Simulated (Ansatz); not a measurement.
# SnO2: one candidate of a structure search, part 2 of 2

The task: take a trial cell of SnO2 to zero force and stress.

Ansatz 0.2.0; DFT PBE, scalar-relativistic, plane waves, PAW. Earlier steps stand in the parts before.

## (4) Full relaxation

The end of the coarse run is made exact in the group found at a tolerance of 0.06 Å and reduced to its primitive cell.

Contents of input.yaml:

```yaml
crystal:
  lattice:
    - [3.4719762133, 0.0, 0.0]
    - [0.0, 3.4719762133, 0.0]
    - [0.0, 0.0, 4.8959408029]
  atoms:
    - { symbol: Sn, position: [0.0, 0.0, 0.0] }
    - { symbol: O, position: [0.5, 0.5, 0.1550941563] }
    - { symbol: O, position: [0.5, 0.5, 0.8449058437] }
basis:
  ecutwfc: 420
kpoints:
  mp_grid: { grid: [10, 10, 8] }
hamiltonian:
  xc: pbe
scf:
  occupations: { method: gaussian, width: 0.02 }
output:
  forces: true
  stress: true
  eigenvalues: true
  write_density: true
  write_potential: true
  elf: true
  volumetric_format: npy
relax:
  adjacent_minimum: "off"
  f_tol: 0.01
  max_steps: 80
  cell: { stress_tol: 0.05 }
```

Launch:

```sh
$ ansatz run input.yaml --threads 1 --pin off --max-ram 2048MiB --backend cpu --events-out ev --progress --plain --runs-dir out
```

Standard output:

```text
Warning: RAYON_NUM_THREADS=1 ignored (pool sized by the plan → 1); use --threads N
Engine: ansatz 0.2.0, aarch64-unknown-linux-gnu
Pseudopotentials: kind: paw
Pseudopotential: Sn, paw, valence charge 14, recommended cutoff 420 eV (normal), Sn.paw.azcp
Pseudopotential: O, paw, valence charge 6, recommended cutoff 420 eV (normal), O.paw.azcp
Functional definition: PBE
  parameter kappa = 0.804
  parameter beta = 0.06672455060314922
  exchange = pbe_x(kappa = kappa, mu = beta*pi^2/3)
  correlation = pbe_c(beta = beta)
Crystal: 3 atoms, lattice volume = 59.019 Å³
Basis set: ecut = 420 eV, 1149 PW (Γ), exchange–correlation on 48×48×72 points (8 copies of the dense FFT grid, shifted against one another)
Bands: 17, of which v1, the nominal top of the filled ones, is band 13 counted from 1 (12 counted from 0)
Symmetry: 16 space group operations
Space group: P4/mmm (ITA 123), of the structure as read, at distance tolerance 3.9e-5 Å
k-points: 105 of 800
Non-local potential: Sn, projectors of the file, l = 0: 2, l = 1: 2, l = 2: 2, l = 3: 2
Non-local potential: O, projectors of the file, l = 0: 2, l = 1: 2, l = 2: 1
PAW form: soft (Blöchl's): semilocal exchange-correlation on the pseudo side does not see the compensation charge
PAW one-centre angular grid: Sn, 590 points (default); XC on 64 Gauss nodes
PAW one-centre angular grid: O, 110 points (default); XC on 64 Gauss nodes
Initial density: superposition of atomic densities (neutral atoms: chi_scale 0, normalization atom), corrected by the library's trained network
Initial wavefunctions: pseudopotential atomic-orbital guess
Functional: x = pbe(κ = 0.804, μ = 0.2195149727645171), c = pbe(β = 0.06672455060314922)
SCF iter   1: F=—  HF=-7155.039246 eV  |F-HF|=—  |Δ(HF+E_count)|=         —  Δρ=6.91e-3  dr2=3.02e-2  ethr=1.77e-3  ⟨swp⟩=6.0  Hψ=9217  notcnv=0
preconditioner: auto → none  [insulator: Δε(μ)=0.454 eV  Ē_g=16.799 eV  σ=0.020 eV  W_gap=1.00  n_scr=14 (ndim 8)  ℏωp=24.6 eV  f_vac=0.242  D(μ)=0.00/eV (n_scr^D=0)  ε∞_Penn≈3.2]
SCF iter   2: F=—  HF=-7155.035564 eV  |F-HF|=—  |Δ(HF+E_count)|=   3.68e-3  Δρ=2.55e-3  dr2=3.01e-3  ethr=1.16e-4  ⟨swp⟩=2.0  Hψ=3675  notcnv=0
SCF iter   3: F=—  HF=-7155.037421 eV  |F-HF|=—  |Δ(HF+E_count)|=   1.86e-3  Δρ=9.90e-4  dr2=6.06e-4  ethr=1.16e-5  ⟨swp⟩=2.5  Hψ=2970  notcnv=0
SCF iter   4: F=—  HF=-7155.037729 eV  |F-HF|=—  |Δ(HF+E_count)|=   3.08e-4  Δρ=9.23e-4  dr2=4.35e-4  ethr=2.33e-6  ⟨swp⟩=2.0  Hψ=2997  notcnv=0
SCF iter   5: F=—  HF=-7155.037660 eV  |F-HF|=—  |Δ(HF+E_count)|=   6.90e-5  Δρ=8.43e-5  dr2=3.22e-6  ethr=1.67e-6  ⟨swp⟩=2.0  Hψ=2359  notcnv=0
SCF iter   6: F=—  HF=-7155.037492 eV  |F-HF|=—  |Δ(HF+E_count)|=   1.68e-4  Δρ=1.61e-5  dr2=1.01e-7  ethr=1.24e-8  ⟨swp⟩=2.0  Hψ=2718  notcnv=0
SCF iter   7: F=-7155.037492 eV  HF=-7155.037492 eV  |F-HF|=2.05e-8  |Δ(HF+E_count)|=   2.27e-7  Δρ=4.83e-6  dr2=6.13e-9  ethr=3.85e-10  ⟨swp⟩=10.0  Hψ=12453  notcnv=0
SCF 1 converged in 7 iterations: F = -7155.037492 eV  dr2 = 6.13e-9
relax step   1: F+E_penalty+E_count = -7155.03749204 eV  Δ(F+E_penalty+E_count) = +0.000e0 eV  max|allowed force component| = 2.791e-2 eV/Å  Δτ_max = 0.0000 Å  P = -0.012 GPa  Ω = 59.019 Å³  (7 SCF iters, dr2 threshold 1.00e-7 eV, accepted)
Crystal: 3 atoms, lattice volume = 59.192 Å³
Initial density: handed on by an earlier stage of this run
Initial wavefunctions: those handed on with the density
iter 1 solved again at ethr=1.73e-6 eV; its pass at ethr=3.10e-3 eV (dr2=4.50e-4 eV) is discarded
SCF iter   1: F=—  HF=-7155.037810 eV  |F-HF|=—  |Δ(HF+E_count)|=         —  Δρ=1.79e-3  dr2=4.42e-4  ethr=1.73e-6  ⟨swp⟩=2.0  Hψ=10759  notcnv=0
preconditioner: auto → none  [insulator: Δε(μ)=0.544 eV  Ē_g=16.815 eV  σ=0.020 eV  W_gap=1.00  n_scr=14 (ndim 8)  ℏωp=24.6 eV  f_vac=0.244  D(μ)=0.00/eV (n_scr^D=0)  ε∞_Penn≈3.1]
SCF iter   2: F=—  HF=-7155.037743 eV  |F-HF|=—  |Δ(HF+E_count)|=   6.75e-5  Δρ=7.07e-4  dr2=5.18e-5  ethr=1.70e-6  ⟨swp⟩=2.0  Hψ=2429  notcnv=0
SCF iter   3: F=—  HF=-7155.037585 eV  |F-HF|=—  |Δ(HF+E_count)|=   1.58e-4  Δρ=3.28e-4  dr2=2.36e-5  ethr=1.99e-7  ⟨swp⟩=2.0  Hψ=2523  notcnv=0
SCF iter   4: F=—  HF=-7155.037583 eV  |F-HF|=—  |Δ(HF+E_count)|=   1.47e-6  Δρ=1.22e-4  dr2=3.29e-6  ethr=9.09e-8  ⟨swp⟩=2.0  Hψ=2296  notcnv=0
SCF iter   5: F=-7155.037584 eV  HF=-7155.037584 eV  |F-HF|=1.41e-9  |Δ(HF+E_count)|=   2.74e-7  Δρ=2.54e-5  dr2=1.21e-7  ethr=1.15e-9  ⟨swp⟩=7.2  Hψ=11985  notcnv=0
SCF 2 converged in 5 iterations: F = -7155.037584 eV  dr2 = 1.21e-7
relax step   2: F+E_penalty+E_count = -7155.03758369 eV  Δ(F+E_penalty+E_count) = -9.166e-5 eV  max|allowed force component| = 2.073e-2 eV/Å  Δτ_max = 0.0042 Å  P = +0.196 GPa  Ω = 59.192 Å³  energy of the carried Pulay correction = -4.570e-4 eV  (5 SCF iters, dr2 threshold 3.00e-7 eV, accepted)
Crystal: 3 atoms, lattice volume = 59.820 Å³
Basis set: ecut = 420 eV, 1165 PW (Γ), exchange–correlation on 48×48×72 points (8 copies of the dense FFT grid, shifted against one another)
iter 1 solved again at ethr=5.96e-6 eV; its pass at ethr=3.10e-3 eV (dr2=1.55e-3 eV) is discarded
SCF iter   1: F=—  HF=-7155.036833 eV  |F-HF|=—  |Δ(HF+E_count)|=         —  Δρ=3.28e-3  dr2=1.49e-3  ethr=5.96e-6  ⟨swp⟩=2.0  Hψ=11480  notcnv=0
preconditioner: auto → none  [insulator: Δε(μ)=0.567 eV  Ē_g=16.805 eV  σ=0.020 eV  W_gap=1.00  n_scr=14 (ndim 8)  ℏωp=24.5 eV  f_vac=0.259  D(μ)=0.00/eV (n_scr^D=0)  ε∞_Penn≈3.1]
SCF iter   2: F=—  HF=-7155.036679 eV  |F-HF|=—  |Δ(HF+E_count)|=   1.54e-4  Δρ=1.36e-3  dr2=3.19e-4  ethr=5.71e-6  ⟨swp⟩=2.0  Hψ=2682  notcnv=0
SCF iter   3: F=—  HF=-7155.036709 eV  |F-HF|=—  |Δ(HF+E_count)|=   3.00e-5  Δρ=7.85e-4  dr2=1.47e-4  ethr=1.23e-6  ⟨swp⟩=2.0  Hψ=2627  notcnv=0
SCF iter   4: F=—  HF=-7155.036520 eV  |F-HF|=—  |Δ(HF+E_count)|=   1.89e-4  Δρ=2.16e-4  dr2=5.75e-6  ethr=5.65e-7  ⟨swp⟩=2.0  Hψ=2305  notcnv=0
SCF iter   5: F=-7155.036523 eV  HF=-7155.036523 eV  |F-HF|=6.72e-8  |Δ(HF+E_count)|=   2.99e-6  Δρ=2.69e-5  dr2=1.01e-7  ethr=7.67e-10  ⟨swp⟩=7.8  Hψ=12749  notcnv=0
SCF 3 converged in 5 iterations: F = -7155.036523 eV  dr2 = 1.01e-7
relax step   3: F+E_penalty+E_count = -7155.03652328 eV  Δ(F+E_penalty+E_count) = +1.060e-3 eV  max|allowed force component| = 5.518e-3 eV/Å  Δτ_max = 0.0078 Å  P = +0.149 GPa  Ω = 59.820 Å³  energy of the carried Pulay correction = -2.106e-3 eV  (5 SCF iters, dr2 threshold 2.00e-7 eV, accepted)
[... from here on, the SCF cycles and remarks between the steps are left out ...]
relax step   4: F+E_penalty+E_count = -7155.03554359 eV  Δ(F+E_penalty+E_count) = +9.797e-4 eV  max|allowed force component| = 1.200e-2 eV/Å  Δτ_max = 0.0041 Å  P = -0.019 GPa  Ω = 60.267 Å³  energy of the carried Pulay correction = -3.267e-3 eV  (5 SCF iters, dr2 threshold 6.86e-8 eV, accepted)
relax step   5: F+E_penalty+E_count = -7155.03511197 eV  Δ(F+E_penalty+E_count) = +4.316e-4 eV  max|allowed force component| = 6.308e-3 eV/Å  Δτ_max = 0.0025 Å  P = -0.009 GPa  Ω = 60.443 Å³  energy of the carried Pulay correction = -3.724e-3 eV  (6 SCF iters, dr2 threshold 9.00e-9 eV, accepted)
relax step   6: F+E_penalty+E_count = -7155.03863738 eV  Δ(F+E_penalty+E_count) = -3.525e-3 eV  max|allowed force component| = 1.553e-3 eV/Å  Δτ_max = 0.0000 Å  P = +0.088 GPa  Ω = 60.443 Å³  stress off target by 9.50e-2 GPa  SCF on the basis re-selected at this cell (its energy is not comparable with the rows above)  (6 SCF iters)
relax step   7: F+E_penalty+E_count = -7155.03768136 eV  Δ(F+E_penalty+E_count) = +9.560e-4 eV  max|allowed force component| = 5.782e-3 eV/Å  Δτ_max = 0.0063 Å  P = +0.035 GPa  Ω = 60.981 Å³  energy of the carried Pulay correction = -1.140e-3 eV  (6 SCF iters, dr2 threshold 2.26e-8 eV, accepted)
relax step   8: F+E_penalty+E_count = -7155.03708993 eV  Δ(F+E_penalty+E_count) = +5.914e-4 eV  max|allowed force component| = 4.722e-3 eV/Å  Δτ_max = 0.0032 Å  P = +0.004 GPa  Ω = 61.266 Å³  energy of the carried Pulay correction = -1.757e-3 eV  (6 SCF iters, dr2 threshold 6.71e-9 eV, accepted)
relax step   9: F+E_penalty+E_count = -7155.03899032 eV  Δ(F+E_penalty+E_count) = -1.900e-3 eV  max|allowed force component| = 6.629e-3 eV/Å  Δτ_max = 0.0000 Å  P = +0.030 GPa  Ω = 61.266 Å³  stress off target by 7.99e-2 GPa  SCF on the basis re-selected at this cell (its energy is not comparable with the rows above)  (6 SCF iters)
relax step  10: F+E_penalty+E_count = -7155.03806498 eV  Δ(F+E_penalty+E_count) = +9.253e-4 eV  max|allowed force component| = 4.901e-3 eV/Å  Δτ_max = 0.0059 Å  P = +0.018 GPa  Ω = 61.769 Å³  energy of the carried Pulay correction = -1.032e-3 eV  (6 SCF iters, dr2 threshold 1.60e-8 eV, accepted)
relax step  11: F+E_penalty+E_count = -7155.03767349 eV  Δ(F+E_penalty+E_count) = +3.915e-4 eV  max|allowed force component| = 9.439e-4 eV/Å  Δτ_max = 0.0020 Å  P = +0.002 GPa  Ω = 61.954 Å³  energy of the carried Pulay correction = -1.433e-3 eV  (7 SCF iters, accepted)
iter 1 solved again at ethr=7.08e-8 eV; its pass at ethr=3.10e-3 eV (dr2=1.84e-5 eV) is discarded
SCF iter   1: F=—  HF=-7155.039219 eV  |F-HF|=—  |Δ(HF+E_count)|=         —  Δρ=9.24e-5  dr2=5.09e-7  ethr=7.08e-8  ⟨swp⟩=3.8  Hψ=14789  notcnv=0
preconditioner: auto → none  [insulator: Δε(μ)=0.654 eV  Ē_g=16.785 eV  σ=0.020 eV  W_gap=1.00  n_scr=14 (ndim 8)  ℏωp=24.1 eV  f_vac=0.277  D(μ)=0.00/eV (n_scr^D=0)  ε∞_Penn≈3.1]
SCF iter   2: F=—  HF=-7155.039103 eV  |F-HF|=—  |Δ(HF+E_count)|=   1.16e-4  Δρ=4.50e-5  dr2=2.56e-7  ethr=1.96e-9  ⟨swp⟩=2.3  Hψ=3201  notcnv=0
SCF iter   3: F=—  HF=-7155.039135 eV  |F-HF|=—  |Δ(HF+E_count)|=   3.16e-5  Δρ=2.51e-5  dr2=1.01e-7  ethr=9.86e-10  ⟨swp⟩=2.0  Hψ=2512  notcnv=0
SCF iter   4: F=—  HF=-7155.039144 eV  |F-HF|=—  |Δ(HF+E_count)|=   8.86e-6  Δρ=2.15e-6  dr2=8.07e-10  ethr=3.89e-10  ⟨swp⟩=2.0  Hψ=2520  notcnv=0
SCF iter   5: F=—  HF=-7155.039144 eV  |F-HF|=—  |Δ(HF+E_count)|=   5.32e-8  Δρ=5.61e-7  dr2=1.04e-10  ethr=3.10e-12  ⟨swp⟩=2.0  Hψ=3046  notcnv=0
SCF iter   6: F=-7155.039144 eV  HF=-7155.039144 eV  |F-HF|=2.00e-11  |Δ(HF+E_count)|=  2.16e-10  Δρ=6.61e-8  dr2=1.03e-12  ethr=1.00e-12  ⟨swp⟩=6.2  Hψ=7669  notcnv=0
SCF 12 converged in 6 iterations: F = -7155.039144 eV  dr2 = 1.03e-12
relax step  12: F+E_penalty+E_count = -7155.03914358 eV  Δ(F+E_penalty+E_count) = -1.470e-3 eV  max|allowed force component| = 2.480e-3 eV/Å  Δτ_max = 0.0000 Å  P = +0.011 GPa  Ω = 61.954 Å³  stress off target by 4.40e-2 GPa  SCF on the basis re-selected at this cell (its energy is not comparable with the rows above)  (6 SCF iters)
basis re-selected at this cell: Δ(F+E_penalty+E_count) = -1.470e-3 eV, ΔP = +0.009 GPa vs the last step (what re-selecting the basis moved, of the pressure what is left beyond the Pulay correction that the steps carried, after the strain that the cell walked since its last selection, with what the two solves' SCF thresholds leave and, on support functions, any second-order correction that the steps lacked; it is no measure of the basis error at this ecutwfc). This SCF's stress stands 4.40e-2 GPa from its target on what of the cell is left free (relax.cell.stress_tol is 5.00e-2 GPa) and its largest allowed force component is 2.48e-3 eV/Å (relax.f_tol is 1.00e-2 eV/Å): within both
SCF converged after 6 iterations
Free energy (F): -7155.039144 eV
Harris-Foulkes:  -7155.039144 eV  (|F-HF|=2.00e-11)
Internal energy: -7155.039144 eV  (E = F + TS)
E sigma→0 (E₀):  -7155.039144 eV
Fermi energy:    4.644404 eV
--- Per-component energies (eV) ---
  E_band       = -213.607356
  E_kinetic    = 528.972517
  E_local      = -2480.111527  (includes V_loc(G=0)·N_el)
  E_nonlocal   = 62.971391
  E_hartree    = 1186.419843
  E_xc         = -529.927422
  E_vxc        = -283.217796  (∫ρ·V_xc dr)
  E_paw        = -4444.764821  (= ΣΔE_a)
  E_vpaw       = -415.066279  (= ΣTr[D̂ρ^β])
  E_aug_tail   = 0.004618  (compensation charges beyond the density's cutoff)
  E_ewald      = -1478.603744
  E_smearing   = -0.000000  (= −TS)
  E_closure    = -0.000000  (closes the sum)
  Σ components = -7155.039144   (vs F -7155.039144, Δ=0.00e0)
--- Forces (eV/Å), atoms counted from 1 ---
  atom   1  Sn    -0.00000000    -0.00000000     0.00000000
  atom   2  O      0.00000000     0.00000000     0.00248023
  atom   3  O      0.00000000     0.00000000    -0.00248023
  max |Σ_I F_I| component: 4.34e-19 eV/Å
--- Stress (GPa, compression-positive) ---
       -0.005456       0.000000       0.000000
        0.000000      -0.005456       0.000000
        0.000000       0.000000       0.043950
  P = ⅓ Tr σ = 0.0110 GPa (0.110 kbar)
--- Band table (eV; the first three rows and the last of 105) ---
  k-point 0: bands = ["-17.3206", "-16.7207", "-16.5845", "-16.5765", "-16.5765", "-16.3008", "-10.6790", "-1.6927", "-0.6922", "-0.4839", "-0.4839", "3.6638", "3.6638", "6.4839", "8.4765", "9.8652", "12.2347"]
  k-point 1: bands = ["-17.3200", "-16.7207", "-16.5845", "-16.5765", "-16.5765", "-16.2999", "-10.6868", "-1.6529", "-0.6816", "-0.4814", "-0.4814", "3.6577", "3.6577", "6.1801", "8.3848", "10.4165", "12.2601"]
  k-point 2: bands = ["-17.3185", "-16.7207", "-16.5845", "-16.5765", "-16.5765", "-16.2980", "-10.7057", "-1.5548", "-0.6542", "-0.4750", "-0.4750", "3.6430", "3.6430", "5.6043", "8.2441", "11.6244", "12.3246"]
  k-point 104: bands = ["-17.5575", "-16.6092", "-16.6092", "-16.5792", "-16.5574", "-15.6711", "-10.4987", "-1.9734", "-1.9734", "-0.8469", "0.3924", "2.9249", "2.9249", "7.0407", "7.8889", "9.7835", "9.7835"]
--- Relaxed structure (9 steps of the walk, 9 accepted, 3 SCFs on fresh bases) ---
  F+E_penalty+E_count = -7155.03914358 eV   max|allowed force component| = 2.480e-3 eV/Å   (the final SCF, on the basis selected at the relaxed cell)
  cell:  # Å, volume = 61.9538 Å³
    - [3.4700117030871223, 8.050607015397663e-36, 0.0]
    - [8.050607015397663e-36, 3.4700117030871223, 0.0]
    - [0.0, 0.0, 5.14524519079338]
  atoms:
    - { symbol: Sn, position: [-2.0246268367247853e-36, -1.3994076240461179e-37, 0.0] }
    - { symbol: O, position: [0.49999999999999994, 0.49999999999999994, 0.14773052749354765] }
    - { symbol: O, position: [0.49999999999999994, 0.49999999999999994, 0.8522694725064522] }
```

Wall time 61 s (1 thread of Arm Neoverse V2, shared host); peak memory 0.39 GiB.

Step by step:

```
step  energy from step 1 (eV/cell)  largest force component (eV/Å)  pressure (GPa)  volume (Å³)
   1                        0.0000                          0.0279           -0.01        59.02
   2                       -0.0001                          0.0207            0.20        59.19
   3                        0.0010                          0.0055            0.15        59.82
   4                        0.0019                          0.0120           -0.02        60.27
   5                        0.0024                          0.0063           -0.01        60.44
   6                       -0.0011                          0.0016            0.09        60.44
   7                       -0.0002                          0.0058            0.03        60.98
   8                        0.0004                          0.0047            0.00        61.27
   9                       -0.0015                          0.0066            0.03        61.27
  10                       -0.0006                          0.0049            0.02        61.77
  11                       -0.0002                          0.0009            0.00        61.95
  12                       -0.0017                          0.0025            0.01        61.95
```

Step 1 is the start. Steps 6, 9, 12 each repeat the geometry before them on a plane-wave basis chosen anew, so the energy can jump there without any move. The walk judges its steps with a correction for the finite basis (Pulay term) that this column leaves out, so accepted steps can climb here and lower ones be refused.

|  | before | after | change |
| --- | --- | --- | --- |
| a (Å) | 3.472 | 3.470 | -0.1 % |
| b (Å) | 3.472 | 3.470 | -0.1 % |
| c (Å) | 4.896 | 5.145 | +5.1 % |
| volume (Å³/atom) | 19.67 | 20.65 | +5.0 % |
| shortest distance (Å) | 1.519 | 1.520 | +0.1 % |
| space group (0.01 Å) | P4/mmm | P4/mmm | same |

Forces and stress were held to the start's 16 operations: a distortion of lower symmetry was not tested.

Density in a lattice plane of the grid's cell (edges 3.47 and 5.15 Å, at 0.500 of the third edge), which holds O.

Ten even steps from ' ' (0.00 e/Å³) to '@' (7.50 e/Å³):
```
            ..------..          
          ..--******--..        
          ::++@@@@@@++::        
          ..==**##**==..        
            ..::--::..          
                                
                                
                                
                                
                                
                                
                                
                                
                                
            ..::--::..          
          ..==**##**==..        
          ::++@@@@@@++::        
          ..--******--..        
            ..------..          
            ....::....          
```
Columns run along the first of these edges and rows up along the second, over one cell in 16 and 20 even steps from the bottom left corner. Atoms in the plane (fractional): O at (0.50, 0.15), O at (0.50, 0.85).

ELF in the same plane.

Values, 12 rows by 8 columns:
```
0.05 0.10 0.49 0.72 0.43 0.72 0.49 0.10
0.04 0.18 0.76 0.83 0.38 0.83 0.76 0.18
0.03 0.15 0.64 0.79 0.71 0.79 0.64 0.15
0.02 0.06 0.27 0.43 0.44 0.43 0.27 0.06
0.01 0.01 0.03 0.05 0.06 0.05 0.03 0.01
0.00 0.00 0.00 0.00 0.00 0.00 0.00 0.00
0.01 0.01 0.03 0.05 0.06 0.05 0.03 0.01
0.02 0.06 0.27 0.43 0.44 0.43 0.27 0.06
0.03 0.15 0.64 0.79 0.71 0.79 0.64 0.15
0.04 0.18 0.76 0.83 0.38 0.83 0.76 0.18
0.05 0.10 0.49 0.72 0.43 0.72 0.49 0.10
0.05 0.05 0.13 0.39 0.67 0.39 0.13 0.05
```
Columns run along the first of these edges and rows up along the second, over one cell in 8 and 12 even steps from the bottom left corner. Atoms in the plane (fractional): O at (0.50, 0.15), O at (0.50, 0.85).

Both are smooth fields of the valence electrons: close to the nuclei they are not physical.

Maxima of ELF outside the ion cores: 0.88 beside O, off the lines to its neighbours, 0.6 Å from O; 0.67 on the O–O line, 0.8 Å from O; 0.54 beside Sn, off the lines to its neighbours, 1.6 Å from Sn.

## (5) Results

The summary covers parts 1 to 2. Changes of volume or cell count from the first structure of part 1.

| quantity | value |
| --- | --- |
| symmetry at the end (tolerance 0.02 Å) | space group P4/mmm (No. 123) |
| conventional cell | a = 3.470 Å, b = 3.470 Å, c = 5.145 Å, α = 90.00°, β = 90.00°, γ = 90.00° |
| volume | 20.65 Å³/atom |
| energy over the elements (uncorrected; H, N, O, F and Cl as molecules), grey Sn | -0.30 eV/atom |
| gap on the mesh | 0.65 eV |

The symmetry goes from space group P4mm (No. 99) to space group P4/mmm (No. 123), and the volume per atom grows by 40.4 % from the first guess. A negative formation energy is needed for stability but isn't enough; other structures and compounds were not set against it here. No finished test with a distortion of lower symmetry is shown, so the end may be a saddle point. Where a structure here is layered, its layers are held mostly by dispersion, which this level lacks, so their spacing and the stiffness across them are unreliable there.
